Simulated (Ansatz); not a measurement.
MnSb

Computed with Ansatz (plane waves, PAW, 420 eV cutoff): PBE, scalar-relativistic, collinear spin, 10×10×6 k-mesh, Gaussian smearing of 0.05 eV. The datasets are Ansatz's generated set soft_2.

```
CELL_PARAMETERS angstrom
4.09851 0.00000 0.00000
-2.04925 3.54941 0.00000
0.00000 0.00000 5.59354
ATOMIC_POSITIONS crystal
Mn 0.00000 0.00000 0.00000
Mn 0.00000 0.00000 0.50000
Sb 0.33333 0.66667 0.25000
Sb 0.66667 0.33333 0.75000
```

The chain of runs began from a cell as deposited in COD, expanded in volume.

Magnetic state: ferromagnetic, site spin moments Mn 3.26; Sb -0.11 μB.

The cell is relaxed to zero pressure at this level.

The cell has space group P6_3/mmc (read at 0.01 Å). In it the stress is 0.02, 0.02, 0.00, 0.00, 0.00, 0.00 GPa and the largest force component 0.000 eV/Å. Each change below starts from this cell, without further relaxation. Stress is in GPa, positive in compression, in the order xx, yy, zz, yz, xz, xy; energies are counted from the cell above and are free energies with the smearing's entropy, which match forces and stress in a metal.

Problem. What happens when atom 1 (Mn) is moved by 0.02 Å along x?

Solution. The energy changes by 1.2 meV per cell, and the force on it along the shift is -0.124 eV/Å (−F/u = 6.18 eV/Å²). Stress: 0.03, 0.02, 0.01, -0.01, 0.00, 0.00.
```
atom  Fx (eV/Å)      Fy      Fz
 Mn1     -0.124   0.000   0.000
 Mn2     -0.002   0.000   0.000
 Sb3      0.063  -0.001   0.001
 Sb4      0.063   0.001  -0.001
```
In a harmonic crystal the energy would rise by −½F·u = ½ × 6.18 × 0.02² eV = 1.2 meV, which matches.

Problem. What happens when atom 1 (Mn) is moved by 0.08 Å along y?

Solution. The energy changes by 19.9 meV per cell, and the force on it along the shift is -0.497 eV/Å (−F/u = 6.22 eV/Å²). Stress: 0.09, 0.18, 0.10, 0.11, 0.00, 0.00.
```
atom  Fx (eV/Å)      Fy      Fz
 Mn1      0.000  -0.497  -0.003
 Mn2      0.000  -0.006   0.000
 Sb3      0.000   0.274   0.022
 Sb4      0.000   0.230  -0.019
```
In a harmonic crystal the energy would rise by −½F·u = ½ × 6.22 × 0.08² eV = 19.9 meV, which matches.

Problem. What stress follows from an engineering strain of 3 % in yy, atoms carried along?

Solution. -0.89, -3.27, -0.81, 0.00, 0.00, 0.00 GPa; the energy changes by 26.7 meV per cell. Spin moments: Mn 3.35; Sb -0.12 μB.
```
atom  Fx (eV/Å)      Fy     Fz
 Mn1      0.000   0.000  0.000
 Mn2      0.000   0.000  0.000
 Sb3      0.000  -0.136  0.000
 Sb4      0.000   0.136  0.000
```
The change of the stress over the strain gives a clamped-atom stiffness of about 110 GPa for this component, a secant value that lies under the elastic constant in tension and over it in compression, by several per cent for each per cent of strain.
In a harmonic crystal the energy would rise by V(½Cε² − σ₀ε), with σ₀ the stress of the unstrained cell, = 24.8 meV, close to the run's value; the rest has the sign of the anharmonic part, which a secant stiffness overstates.

Problem. What stress follows from an engineering strain of 3 % in xy, atoms carried along?

Solution. 0.06, 0.02, 0.02, 0.00, 0.00, -1.34 GPa; the energy changes by 10.4 meV per cell.
```tsv
atom	Fx (eV/Å)	Fy	Fz
Mn1	0.000	0.000	0.000
Mn2	0.000	0.000	0.000
Sb3	0.173	-0.008	0.000
Sb4	-0.173	0.008	0.000
```
The change of the stress over the strain gives a clamped-atom stiffness of about 45 GPa for this component.
In a harmonic crystal the energy would rise by V(½Cε² − σ₀ε), with σ₀ the stress of the unstrained cell, = 10.2 meV, which matches.

Problem. All atoms and the cell are disturbed at random:
```xyz
4
Lattice="4.0851 -0.0074 0.0235 -2.0490 3.5423 -0.0220 0.0320 -0.0162 5.5513" Properties=species:S:1:pos:R:3 pbc="T T T"
Mn   -0.0415   -0.0361    0.0046
Mn    0.0028   -0.0473    2.7752
Sb    0.0537    2.4377    1.3548
Sb    2.0693    1.1565    4.1940
```
Give the energy change, the stress and the forces.

Solution. 91.1 meV per cell; stress 2.33, 0.14, 1.65, 0.12, -0.92, 0.90 GPa. Spin moments: Mn 3.10, 3.22; Sb -0.09, -0.10 μB.
```
atom  Fx (eV/Å)      Fy      Fz
 Mn1      0.570   0.514  -0.152
 Mn2      0.294   0.427   0.074
 Sb3     -0.716  -0.779   0.206
 Sb4     -0.149  -0.162  -0.128
```

Problem. All atoms and the cell are disturbed at random:
```
CELL_PARAMETERS angstrom
4.07896 0.01609 -0.02437
-2.02555 3.52121 0.02023
-0.03325 0.01269 5.58407
ATOMIC_POSITIONS crystal
Mn 0.99869 0.98489 0.99473
Mn 0.02948 0.00699 0.49015
Sb 0.31573 0.64920 0.24890
Sb 0.65610 0.35893 0.76622
```
Give the energy change, the stress and the forces.

Solution. 219.7 meV per cell; stress 0.00, 4.13, 1.62, 0.59, 0.29, -0.11 GPa.
```
atom  Fx (eV/Å)      Fy      Fz
 Mn1     -0.532   0.648   0.374
 Mn2     -0.803  -0.239   0.468
 Sb3      0.627   0.364  -0.170
 Sb4      0.708  -0.773  -0.672
```

 Scalar-relativistic only: spin–orbit splittings of the heavy atoms' levels are missing. The run wasn't fully tested for a lower electronic state. Site moments are of spin, integrated over atomic spheres. The relaxed cell is 6 % smaller in volume than the cell of this structure in the Crystallography Open Database (21.57 Å³/atom, 1988).
